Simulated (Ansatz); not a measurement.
**La under changes of volume**

One of the cells (36.962 Å³/atom); the others are scaled copies at fixed shape and fractional positions:

```
La
1.0
     3.75000    0.00000    0.00000
    -1.87500    3.24760    0.00000
     0.00000    0.00000    6.07000
La
2
Direct
  0.66667 0.33333 0.75000
  0.33333 0.66667 0.25000
```

This isn't the form of La at room conditions, which is double hcp.

```yaml
Program: Ansatz 0.2.0
Functional: LDA
Potentials_or_basis: all-electron LAPW, scalar-relativistic
Cutoff: 120 eV (chosen from the basis error)
Basis_error_allowed: 0.001 eV/atom
k_mesh: 8 × 8 × 5
Occupations: fermi-dirac, width 0.05 eV
Spin: no spin polarisation
```

| volume (Å³/atom) | energy over the lowest point (meV/atom) | pressure (GPa) |
| --- | --- | --- |
| 34.744 | 0.00 | -1.4 |
| 35.483 | 7.72 | -1.9 |
| 36.222 | 17.47 | -2.3 |
| 36.962 | 29.27 | -2.8 |
| 37.701 | 43.07 | -3.2 |
| 38.440 | 58.76 | -3.6 |
| 39.179 | ? | ? |

Question: What does the run at 39.179 Å³/atom give?

Answer: Energy over the lowest point 76.23 meV/atom; pressure -4.0 GPa.

Worked out: A Birch-Murnaghan fit of order 3 (a polynomial in V^(-2/3)) to the other rows has no minimum within the range. It gives 76.34 meV/atom at 39.179 Å³/atom, against the run's 76.23, and -dE/dV = -4.0 GPa, against -4.0.

Energies are extrapolated to zero smearing.
